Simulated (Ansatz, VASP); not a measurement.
**Ga18N17 (V_N) in two plane-wave programs**

One calculation is typed for both programs; each brings its own data sets. How far apart do they land? The cell is taken from a series of runs on this material, whose earlier steps may have relaxed, scaled, displaced or heated it; both programs get it as it stands.

Method: plane waves, with VASP 6.6.1 beside it; single point at r2SCAN, in Ansatz 0.2.0.

### Step 1. The starting structure

The cell holds 35 atoms: 18 Ga and 17 N. Cell: a = 6.361 Å, b = 9.542 Å, c = 9.542 Å, α = 60.0°, β = 60.0°, γ = 60.0°. It derives from GaN (GaN (F-43m)). Nearest the centre at fractional (0.625, 0.417, 0.417): Ga5 at 1.95 Å, Ga14 at 1.95 Å, Ga15 at 1.97 Å, Ga17 at 1.98 Å, N20 at 3.16 Å, N24 at 3.16 Å, N22 at 3.16 Å, N26 at 3.16 Å.

Structure file:

```
Ga N
1.0
     0.00000    4.49819    4.49819
     6.74729    0.00000    6.74729
     6.74729    6.74729    0.00000
Ga N
18 17
Direct
  0.99747 0.00203 0.00122
  0.00117 0.00034 0.33253
  0.99887 0.99963 0.66761
  0.00119 0.33334 0.99951
  0.00051 0.33388 0.33308
  0.99647 0.33372 0.66872
  0.99882 0.66837 0.99887
  0.99652 0.66950 0.33291
  0.99966 0.66715 0.66630
  0.49910 0.00097 0.00012
  0.49677 0.00303 0.33360
  0.49889 0.99957 0.66775
  0.49671 0.33442 0.00221
  0.49896 0.33389 0.33306
  0.49853 0.33073 0.66974
  0.49889 0.66856 0.99877
  0.49837 0.67085 0.32980
  0.49623 0.66769 0.66693
  0.12527 0.08373 0.08300
  0.12057 0.08566 0.41713
  0.12549 0.08270 0.74967
  0.12050 0.41786 0.08496
  0.12336 0.41765 0.41690
  0.12776 0.41655 0.74714
  0.12551 0.75032 0.08202
  0.12774 0.74790 0.41578
  0.12427 0.75005 0.74939
  0.62424 0.08440 0.08370
  0.62808 0.08429 0.41645
  0.62521 0.08363 0.74901
  0.62806 0.41720 0.08353
  0.62211 0.41633 0.74920
  0.62522 0.74976 0.08284
  0.62215 0.74988 0.41563
  0.62617 0.74893 0.74822
```

### Step 2. Ansatz: single point, r2SCAN

Ansatz runs on its PAW soft_1 files.

A single point gives forces, pressure and levels at one fixed geometry, so differences don't come from the geometry; what else differs is listed under the comparison.

Contents of input.yaml:

```yaml
crystal:
  checkpoint: "../qp2_M1.relax.run"
  host: checkpoint
basis:
  ecutwfc: 500
  xc_grid: 2
hamiltonian:
  xc: r2scan
  pseudopotentials: { kind: paw, azcp: { folder: soft_1 } }
kpoints:
  mp_grid: { grid: [2, 2, 2], shift: [0.5, 0.5, 0.5] }
scf:
  occupations: { method: fermi_dirac, width: 0.01 }
  max_iter: 100
output:
  forces: true
  eigenvalues: true
  charged_corrections: { defect_position: [0.625, 0.416667, 0.416667] }
checkpoint:
  read: "../qp2_M1.relax.run"
  write: "../qp2_M1.point_neutral.run"
  compress: false
  write_wavefunctions: false
  write_every: 100000
magnetization:
  spin_polarized: true
  initial_magnetization: 1
  spin_locking: { lock_magnetization: hard }
```

Command:

```bash
$ ansatz run input.yaml --threads 4 --pin off --max-ram 7536MiB --backend cpu --events-out ev --progress --plain --runs-dir out
```

Numbers of over 12 decimals in the logs are rounded to 6 here.

Output:

```text
Warning: This run holds its total moment fixed (magnetization.spin_locking.lock_magnetization: hard) and mixes its density by anderson or broyden (scf.mixing.algorithm, typed or taken by auto). Slabs with a fixed moment have converged under broyden above another state at the same moment, at the default mixing steps and at smaller ones, and under scf.lower_state_search: standard, light or off a state that such a mixer [...]
checkpoint.read: neither the saved density nor the saved orbitals are used: the state is of another total charge, and does not settle where this run's electrons and spins go. The run starts from its atoms. Which states do: the manual's quickstart, A charge series.
crystal.checkpoint: the structure is that of <dir>, a `relax` run, at its step 6: its result, under r2scan at a charge of 2 e; 35 atoms read, 0 with a starting moment; this deck's charge is 0 e; no density is read with it (checkpoint.read); crystal.structure_sha256 for this input is
Engine: ansatz 0.2.0, aarch64-unknown-linux-gnu
Pseudopotentials: kind: paw
Pseudopotential: Ga, paw, valence charge 13, recommended cutoff 500 eV (meta_gga), soft_1/Ga.paw.azcp
Pseudopotential: N, paw, valence charge 5, recommended cutoff 500 eV (meta_gga), soft_1/N.paw.azcp
Functional definition: r2SCAN
  parameter k0 = 0.174
  parameter k1 = 0.065
  parameter a1 = 4.9479
  exchange = r2scan_x(k0 = k0, k1 = k1, a1 = a1)
  correlation = r2scan_c
Crystal: 35 atoms, lattice volume = 409.569 Å³
Basis set: ecut = 500 eV, 10411 PW (Γ), exchange–correlation on 96×144×144 points (8 copies of the dense FFT grid, shifted against one another)
Bands: 195, of which v1, the nominal top of the filled ones, is band 160 counted from 1 (159 counted from 0)
Symmetry: 1 space group operations
Space group: P1 (ITA 1), of the structure as read, at distance tolerance 7.4e-5 Å
Magnetic group: BNS 1.1 (UNI 1), of the structure as read, at distance tolerance 7.4e-5 Å
k-points: 4 of 8 (time reversal used)
Non-local potential: Ga, projectors of the file, l = 0: 2, l = 1: 2, l = 2: 3, l = 3: 1
Non-local potential: N, projectors of the file, l = 0: 2, l = 1: 2, l = 2: 1
PAW form: soft (Blöchl's): semilocal exchange-correlation on the pseudo side does not see the compensation charge
PAW frozen core: Ga, regenerated for the run's functional (the file was generated under x = pbe(κ = 0.804, μ = 0.219515), c = pbe(β = 0.066725))
PAW frozen core: N, regenerated for the run's functional (the file was generated under x = pbe(κ = 0.804, μ = 0.219515), c = pbe(β = 0.066725))
PAW one-centre angular grid: Ga, 590 points (default); XC on 160 Gauss nodes
PAW one-centre angular grid: N, 302 points (default); XC on 160 Gauss nodes
Initial density: superposition of atomic densities (chi_scale 0.1, normalization cell, long waves kept (reshape's long-wave potential 0.22 eV rms))
Starting moments: Σ|m| = 1 μB on 35 of 35 sites
Initial wavefunctions: pseudopotential atomic-orbital guess
Functional: x = r2scan, c = r2scan; τ floored in thin density (d = 2e-4 eV/Å³)
SCF iter   1: F=—  HF=-74793.067945 eV  |F-HF|=—  |Δ(HF+E_count)|=         —  Δρ=5.73e-2 (↑5.33e-2 ↓5.73e-2)  dr2=4.02e1  dr2_τ=1.18e0  dr2_m=4.85e-2  M=1.000 μB ∫|m|=1.026 μB  β_m=1.20  ethr=3.10e-3  ⟨swp⟩=6.0  Hψ=5059  notcnv=0  defer=16
preconditioner: auto → Resta (q_TF=auto, 2.617 Å⁻¹)  ε∞=4.4  [insulator: Δε(μ)=0.324 eV  Ē_g=17.705 eV  σ=0.010 eV  W_gap=1.00  n_scr=120 (ndim 8)  ℏωp=32.8 eV  f_vac=0.000  D(μ)=0.00/eV (n_scr^D=0)  ε∞_Penn≈4.4]
spin=Collinear: Resta preconditioning applied to the charge; magnetization (m = ρ↑ − ρ↓) channel mixes plain (no charge-response kernel on spin).
SCF iter   2: F=—  HF=-74786.730601 eV  |F-HF|=—  |Δ(HF+E_count)|=    6.34e0  Δρ=3.55e-2 (↑3.55e-2 ↓3.48e-2)  dr2=1.43e1  dr2_τ=5.97e-2  dr2_m=1.78e-3  M=1.000 μB ∫|m|=1.084 μB  β_m=1.20  ethr=3.10e-3  ⟨swp⟩=2.0  Hψ=2721  notcnv=0  defer=240  κ⁻¹=1.0e0(r=1)
SCF iter   3: F=—  HF=-74785.686170 eV  |F-HF|=—  |Δ(HF+E_count)|=    1.04e0  Δρ=1.69e-2 (↑1.61e-2 ↓1.69e-2)  dr2=2.51e0  dr2_τ=1.34e-2  dr2_m=1.89e-3  M=1.000 μB ∫|m|=1.119 μB  β_m=1.20  ethr=3.10e-3  ⟨swp⟩=2.2  Hψ=1994  notcnv=0  defer=240  κ⁻¹=7.9e-2(r=2)
SCF iter   4: F=—  HF=-74785.652835 eV  |F-HF|=—  |Δ(HF+E_count)|=   3.33e-2  Δρ=8.99e-3 (↑8.99e-3 ↓8.70e-3)  dr2=7.60e-1  dr2_τ=6.62e-3  dr2_m=5.11e-4  M=1.000 μB ∫|m|=1.108 μB  β_m=1.20  ethr=7.86e-4  ⟨swp⟩=2.0  Hψ=1844  notcnv=0  defer=240  κ⁻¹=1.2e-2(r=3)
[...]
atom  13  Ga     0.05717655     0.15047813    -0.07079518
  atom  14  N      0.21457287    -0.07844865     0.01008080
  atom  15  Ga    -0.33829316     0.04384348    -0.10325038
  atom  16  N      0.45256915    -0.31681112     0.00173694
  atom  17  Ga    -0.22311853     0.02188738     0.00990343
  atom  18  N      0.09317233    -0.06508309    -0.05348585
  atom  19  Ga    -0.11579429     0.03894151     0.03544109
  atom  20  N      0.09045639    -0.09003254    -0.08199258
  atom  21  Ga    -0.11192269     0.17486119    -0.06718664
  atom  22  N     -0.06934110    -0.12266323    -0.33607901
  atom  23  Ga    -0.08252040    -0.09132494     0.11771224
  atom  24  N     -0.00201871     0.30374497    -0.34660669
  atom  25  Ga    -0.11199690    -0.05686939     0.16890460
  atom  26  N     -0.07224384    -0.33902218    -0.11771199
  atom  27  Ga     0.44897381     0.36945910     0.36711951
  atom  28  Ga    -0.51205378    -0.48997623     0.59736350
  atom  29  N      0.40295189     0.26173353     0.11131327
  atom  30  Ga    -0.08485636     0.12207511    -0.10138133
  atom  31  N      0.00304611    -0.35340961     0.31092353
  atom  32  Ga    -0.51376737     0.60603269    -0.50073527
  atom  33  N      0.40734233     0.10355806     0.27110224
  atom  34  Ga    -0.35032319     0.03732200     0.03149262
  atom  35  N      0.17516271     0.00602024     0.01646498
  max |Σ_I F_I| component: 1.85e-3 eV/Å
--- Band table (eV; the first three rows and the last of 8) ---
  k-point 0 ↑: bands = [... 156 lower, 8.7799, 8.8584, 9.0178, 12.2724, 12.7056, 12.8371, 12.9629, 14.3749, ... 31 higher]
  k-point 1 ↑: bands = [... 156 lower, 8.5626, 8.7807, 9.2970, 12.0312, 12.5239, 12.7618, 13.5127, 13.9314, ... 31 higher]
  k-point 2 ↑: bands = [... 156 lower, 8.5624, 8.7789, 9.2969, 12.0323, 12.5232, 12.7615, 13.5132, 13.9312, ... 31 higher]
  k-point 3 ↓: bands = [... 156 lower, 8.5746, 8.6003, 9.4696, 12.5106, 12.9449, 13.0899, 13.6396, 14.0825, ... 31 higher]
```

### Step 3. VASP: single point, r2SCAN

The same cell, functional, mesh and smearing now go to VASP, with its own data sets.

Lines of VASP's logs that name or quote its potential files are left out, and so is its time.

Contents of INCAR:

```
SYSTEM = Ga18N17
PREC = Accurate
ENCUT = 580
EDIFF = 1E-06
NELM = 200
ISMEAR = -1
SIGMA = 0.01
LREAL = Auto
ALGO = Normal
METAGGA = R2SCAN
LASPH = .TRUE.
NBANDS = 188
ISPIN = 2
MAGMOM = 0 0 0 0 0.02 0 0 0 0 0.01 0.01 0 0.01 0.02 0.03 0 0.03 0 0.01 0.01 0.01 0.01 0.03 0.02 0.01 0.02 0.01 0.01 0.02 0.02 0.02 0.03 0.02 0.03 0.01
LORBIT = 11
LWAVE = .FALSE.
LCHARG = .FALSE.
ISIF = 2
ISYM = 0
NUPDOWN = 1
GGA_COMPAT = .FALSE.
LMIXTAU = .TRUE.
KPAR = 4
```

Contents of POSCAR:

```
Ga18N17
1.0
    0.0000000000      4.4981938865      4.4981938865
    6.7472908298      0.0000000000      6.7472908298
    6.7472908298      6.7472908298      0.0000000000
Ga N
18 17
Direct
    0.9974672444      0.0020267756      0.0012191814
    0.0011710378      0.0003402731      0.3325290738
    0.9988736591      0.9996278770      0.6676121946
    0.0011927365      0.3333442726      0.9995072189
    0.0005083615      0.3338812416      0.3330835638
    0.9964736314      0.3337200618      0.6687196034
    0.9988226660      0.6683719930      0.9988662323
    0.9965239985      0.6694957213      0.3329144753
    0.9996556127      0.6671534914      0.6662984322
    0.4990966073      0.0009699001      0.0001210996
    0.4967695049      0.0030337892      0.3336009773
    0.4988852298      0.9995704122      0.6677523184
    0.4967116786      0.3344162027      0.0022110577
    0.4989600920      0.3338857441      0.3330641684
    0.4985283906      0.3307258206      0.6697396163
    0.4988928151      0.6685559512      0.9987670454
    0.4983738070      0.6708539938      0.3297963049
    0.4962340185      0.6676895113      0.6669302251
    0.1252663118      0.0837285099      0.0830027215
    0.1205650276      0.0856637459      0.4171335958
    0.1254865941      0.0827027287      0.7496716430
    0.1205014091      0.4178583567      0.0849610474
    0.1233572281      0.4176462184      0.4168978486
    0.1277646585      0.4165470305      0.7471352790
    0.1255086692      0.7503225190      0.0820191120
    0.1277395308      0.7478995742      0.4157828393
    0.1242742720      0.7500508676      0.7493861017
    0.6242398288      0.0844026633      0.0836954431
    0.6280799630      0.0842874901      0.4164494086
    0.6252073510      0.0836274200      0.7490125283
    0.6280628462      0.4171983939      0.0835270984
    0.6221060122      0.4163337418      0.7491986395
    0.6252245064      0.7497568015      0.0828446644
    0.6221498211      0.7498799063      0.4156254177
    0.6261664343      0.7489286798      0.7482204771
```

Contents of KPOINTS:

```
Points of the shifted mesh
8
Reciprocal
 0.2500000000  0.2500000000  0.2500000000 1
 0.2500000000  0.2500000000  0.7500000000 1
 0.2500000000  0.7500000000  0.2500000000 1
 0.2500000000  0.7500000000  0.7500000000 1
 0.7500000000  0.2500000000  0.2500000000 1
 0.7500000000  0.2500000000  0.7500000000 1
 0.7500000000  0.7500000000  0.2500000000 1
 0.7500000000  0.7500000000  0.7500000000 1
```

The projector-augmented-wave data sets are Ga_d and N (PBE family, release 64).

Command:

```bash
$ mpirun -np 4 vasp_std
```

Output:

```text
[banner, memory and clock lines left out]
running    4 mpi-ranks, on    1 nodes
[...]
|                                                                             |
|               ----> ADVICE to this user running VASP <----                  |
|                                                                             |
|     You enforced a specific xc type in the INCAR file but a different       |
|     [... a line on the potential file left out ...]
|     I HOPE YOU KNOW WHAT YOU ARE DOING!                                     |
|                                                                             |

 LDA part: xc-table for (None), standard interpolation
 POSCAR, INCAR and KPOINTS ok, starting setup
[...]
entering main loop
       N       E                     dE             d eps       ncg     rms          rms(c)
DAV:   1     0.579442031288E+04    0.57944E+04   -0.12897E+05  6424   0.347E+03
DAV:   2     0.117207656125E+04   -0.46223E+04   -0.43636E+04  6016   0.102E+03
DAV:   3    -0.234402266937E+03   -0.14065E+04   -0.13192E+04  7152   0.344E+02
DAV:   4    -0.441164211163E+03   -0.20676E+03   -0.19979E+03  6608   0.131E+02
[...]
DAV:  22    -0.380679768459E+03    0.39443E-05   -0.52039E-06  5840   0.951E-03    0.282E-03
DAV:  23    -0.380679763972E+03    0.44872E-05   -0.58985E-07  3584   0.601E-03    0.221E-03
DAV:  24    -0.380679763510E+03    0.46158E-06   -0.28041E-07  3584   0.452E-03
   1 F= -.38067976E+03 E0= -.38067976E+03  d E =-.341398E-06  mag=     1.0000
```

From OUTCAR (step 3):

```text
  Total        4.5094191      4.0238796      4.0216709     -0.0749670     -0.0933231     -0.1588673
  in kB       17.6402264     15.7408626     15.7322225     -0.2932605     -0.3650673     -0.6214671
  external PRESSURE =      16.3711038 kB  Pullay stress =       0.0000000 kB

 POSITION                                       TOTAL-FORCE (eV/Angst)
 -----------------------------------------------------------------------------------
      0.02190      4.49503      4.50048        -0.391781      0.004378     -0.007488
      2.24597      2.24894      0.00756         0.016766      0.029623     -0.069344
     11.24935      8.99770     11.23791         0.060907     -0.066853      0.153132
      8.99314      6.74933      2.25454         0.010713     -0.069281      0.021665
      4.50021      2.24970      2.25508         0.635955     -0.418272     -0.435144
      6.76375      8.99438      6.73404        -0.347658     -0.103705      0.036735
     11.24934     11.23254      9.00260         0.061076      0.158281     -0.062236
      6.76355      6.72883      8.99984        -0.343563      0.038871     -0.110851
      8.99719      8.99235      8.99812        -0.242524      0.018280      0.003487
      0.00736      2.24585      2.25158        -0.129481      0.039226      0.039354
      2.27137      4.48547      2.25504        -0.100823      0.183038     -0.064629
     11.24991      6.74960      8.98847        -0.082479     -0.088319      0.126879
      2.27132      2.24922      4.49071        -0.100298     -0.050004      0.171753
      4.50011      4.49170      4.49724         0.489466      0.413929      0.406019
[...]
-----------------------------------------------------------------------------------
    total drift:                               -0.054358      0.072887      0.099558

  FREE ENERGIE OF THE ION-ELECTRON SYSTEM (eV)
  ---------------------------------------------------
  free  energy   TOTEN  =      -380.6797635102 eV

  energy  without entropy=     -380.6797631688  energy(sigma->0) =     -380.67976334

 magnetization (x)
# of ion       s       p       d       tot
------------------------------------------
    1        0.002   0.000  -0.000   0.002
    2        0.004   0.001   0.001   0.006
    3        0.001   0.000   0.000   0.001
    4        0.004   0.001   0.001   0.006
    5        0.030   0.021   0.004   0.055
    6        0.001   0.001   0.000   0.002
    7        0.001   0.000   0.000   0.001
    8        0.001   0.001   0.000   0.002
    9        0.001  -0.000   0.000   0.001
   10        0.010   0.006   0.000   0.017
   11        0.010   0.003   0.001   0.014
   12        0.001   0.000   0.000   0.002
   13        0.010   0.003   0.001   0.014
[...]
--------------------------------------------------
tot          0.318   0.301   0.018   0.636

[... 3 further parts left out ...]
[key lines of the parts left out:]
E-fermi :   5.4717
```

The run ends at a pressure of 1.64 GPa, with forces up to 1.0 eV/Å.

### Step 4. Side by side

Known differences besides the potentials themselves: VASP starts from the moments at which Ansatz ended; VASP keeps PBE cores, Ansatz makes them for the functional; the cutoff is 500 eV in Ansatz and 580 eV in VASP (PREC = Accurate, projectors in real space); site moments are counted in spheres of each program's own size. Total energies have different zeros and are not compared.

Both answers:

| quantity | Ansatz | VASP | difference |
| --- | --- | --- | --- |
| total moment, fixed by the input (μB) | 1.00 | 1.00 | 0.00 |
| moment on Ga15 (μB) | 0.03 | 0.10 | -0.07 |
| moment on Ga17 (μB) | 0.03 | 0.10 | -0.07 |
| moment on Ga14 (μB) | 0.02 | 0.06 | -0.04 |
| moment on Ga5 (μB) | 0.02 | 0.06 | -0.04 |

Forces on 7 of the 35 atoms, those with the largest forces and the largest differences (eV/Å; atoms numbered as in POSCAR):

| atom | Ansatz x, y, z | VASP x, y, z |
| --- | --- | --- |
| Ga5 | 0.582, -0.384, -0.395 | 0.636, -0.418, -0.435 |
| Ga14 | 0.449, 0.369, 0.367 | 0.489, 0.414, 0.406 |
| Ga15 | -0.512, -0.490, 0.597 | -0.555, -0.530, 0.645 |
| Ga17 | -0.514, 0.606, -0.501 | -0.557, 0.650, -0.534 |
| N24 | 0.448, -0.004, -0.310 | 0.455, -0.006, -0.316 |
| N26 | 0.453, -0.317, 0.002 | 0.460, -0.323, 0.002 |
| N34 | 0.407, 0.104, 0.271 | 0.416, 0.102, 0.273 |

The forces differ by 15 meV/Å r.m.s., which is 6.2 % of the r.m.s. force of 0.250 eV/Å (both taken over all components).

### Step 5. What came out

| Property | Result |
| --- | --- |
| r.m.s. force difference (single point, r2SCAN) | 6.2 % of the r.m.s. force |

In words: The r.m.s. force difference is 6.2 % of the r.m.s. force (single point, r2SCAN), beyond the 3 % picked in this series as the mark of a large difference. What causes the difference of the single point, r2SCAN pair stays open here. Such differences can come from data sets, numerical settings and the points named under the comparisons, not from the functional's error against experiment.

[Lines on the potential files, build, host, timing and source positions are cut from VASP's logs without a mark.]

[Logs are printed without paths, hosts, clocks, repeated set-up lines and the standing remarks that a program may print on its own settings, such as how far it seeks lower states.]

[Hosts, paths, dates, database ids (printed as entryN), source tags and the programs' standing remarks are cut or masked in the printed files.]
